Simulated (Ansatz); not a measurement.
KI:

```xyz
2
Lattice="0.0000 3.5328 3.5328 3.5328 0.0000 3.5328 3.5328 3.5328 0.0000" Properties=species:S:1:pos:R:3 pbc="T T T"
I     3.5328    3.5328    3.5328
K     0.0000    0.0000    0.0000
```

Base run:

| Property | Result |
| --- | --- |
| Program | Ansatz 0.2.0 |
| Functional | PBE0 |
| Potentials or basis | all-electron PAW datasets made for the crystal |
| Cutoff | 290 eV |
| Density cutoff | 1160 eV |
| k mesh | 6 × 6 × 6 |
| Occupations | fermi-dirac, width 0.05 eV |
| Spin | no spin polarisation |

Its results: band gap on the k mesh 5.65 eV, direct.

The run is repeated on the same cell with these changes: functional from PBE0 to HSE06. What comes out?

Band gap on the k mesh 4.96 eV, direct.

Caveats: spin-orbit coupling is left out, which moves the levels of the heavy elements.

A k mesh can miss the band edges.

Not every run made on this cell is shown here.
